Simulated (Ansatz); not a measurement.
Level of theory: DFT PBE, scalar-relativistic, plane waves, PAW (Ansatz). All cells share a 420 eV cutoff and Γ-centred k meshes spaced at most about 0.3 Å⁻¹ (about 0.25 or finer for metals, 2π included). Spin is collinear in cells that carry moments; the others ran without spin or lost their moments.

Each guess is relaxed in cell and atoms at zero pressure, on a coarse mesh first where it starts far from rest and then on a converged one. The steps can't lower the symmetry of the start, but it can rise. Energies are static (0 K, no zero-point motion).

Two unrelaxed guesses for CoH4:

Guess 1. (collinear spin from parallel moments)

```
Co H
1.0
     3.86911    0.00000    0.00000
     0.00000    3.86911    0.00000
     0.00000    0.00000    3.06156
Co H
1 4
Direct
  0.00000 0.00000 0.00000
  0.50000 0.50000 0.80786
  0.50000 0.50000 0.19214
  0.00000 0.50000 0.40402
  0.50000 0.00000 0.59598
```

Guess 2. (collinear spin from parallel moments)

```
Co H
1.0
     2.37136    0.00000    0.00000
    -1.18568    2.05366    0.00000
     0.00000    0.00000    7.62506
Co H
1 4
Direct
  0.00000 0.00000 0.00000
  0.33333 0.66667 0.86586
  0.33333 0.66667 0.37680
  0.66667 0.33333 0.13414
  0.66667 0.33333 0.62320
```

**Question.** Where do they end, and which end is lower?

**Answer.** Guess 2 ends lower, by 262 meV/atom. Guess 1: P-4m2 at 9.2 Å³/atom → P4/mmm at 4.7 Å³/atom; Guess 2: P-3m1 at 7.4 Å³/atom → P-3m1 at 8.3 Å³/atom. Counting H atoms around Co (those within 1.25 times the shortest such distance or 1.15 times the sum of covalent radii), the end of guess 1 has Co 16 and the end of guess 2 has Co 6. The end of guess 1 holds H–H pairs (shortest 0.81 Å); in the end of guess 2 the shortest H–H distance is 1.37 Å. End of guess 1. Conventional cell: a = 2.954 Å, c = 2.678 Å. Co has 8 H at 1.99 Å and 8 H at 2.13 Å; around H on a site of symmetry 4mm lie 1 H at 0.81 Å, 4 H at 1.75 Å, 1 H at 1.87 Å, 4 Co at 2.13 Å and 4 H at 2.28 Å; H on a site of symmetry mmm is surrounded by 4 H at 1.75 Å, 4 Co at 1.99 Å, 4 H at 2.09 Å and 4 H at 2.28 Å. End of guess 2. Conventional cell: a = 2.377 Å, c = 8.447 Å. Co has 6 H at 1.68 Å; H on its first site is surrounded by 3 Co at 1.68 Å; H on its second site is surrounded by 3 H at 1.37 Å (long contacts).

Ends held by symmetry can be saddle points. Neither end is the lowest form computed: that has space group P1 (No. 1) and lies 292 meV/atom below the better end. Even the lowest of the cells shown lies +0.37 eV/atom against the elements. Weakly bound directions are ill-defined at this level, which has no dispersion term (P-3m1), and this can change margins and order among such cells. With hydrogen, zero-point motion can shift such differences by 10 meV/atom or more. The magnetic state reached may not be the lowest. Some structure types and database cells were kept out of the candidates from the start, so a known form may be missing.
